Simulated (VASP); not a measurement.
Set up this calculation in VASP 6.6.1, as the native input.

```yaml
Task: relaxation of cell and atoms
Functional: LDA
Potentials_or_basis: VASP PAW LDA potentials, release 64 (W_sv)
Cutoff: 600 eV
k_mesh: 16 × 16 × 16
Occupations: methfessel-paxton, width 0.1 eV
Spin: no spin polarisation
Further_INCAR_settings: ALGO = Normal; EDIFF = 1e-07; IBRION = 2; EDIFFG = -0.005; NSW = 90; ISIF = 3
```

The structure of W lies in POSCAR:

```
W                                       
1.0
   -1.5704380492      1.5704380492      1.5704380492
    1.5704380492     -1.5704380492      1.5704380492
    1.5704380492      1.5704380492     -1.5704380492
  W             
     1
Direct
     1.0000000000000000    1.0000000000000000    1.0000000000000000
```

One way to write it, as run:

INCAR

```
PREC = Accurate ; ENCUT = 600
EDIFF = 1E-7 ; ISMEAR = 1
SIGMA = 0.1 ; LREAL = False
LASPH = True ; NELM = 80
ALGO = Normal ; ISIF = 3
LWAVE = False ; LCHARG = False
GGA = CA ; IBRION = 2
NSW = 90 ; EDIFFG = -0.005
```

KPOINTS

```
regular mesh
0
Gamma
  16 16 16
```

Potentials or basis: VASP PAW LDA potentials, release 64 (W_sv).

The run is started by

```console
$ cat potpaw_LDA.64/W_sv/POTCAR > POTCAR
$ mpirun -np 1 vasp_std > vasp.out
```

It gave:

The pressure after relaxing is 0.0 GPa and the band gap on the k mesh is none (metal or under the smearing width).

Caveat: the relaxation stopped at its first step, so nothing moved.

Wall time 15 s on 1 thread of AMD EPYC 9R14 (Zen 4), on a shared host, peak memory 0.12 GiB.
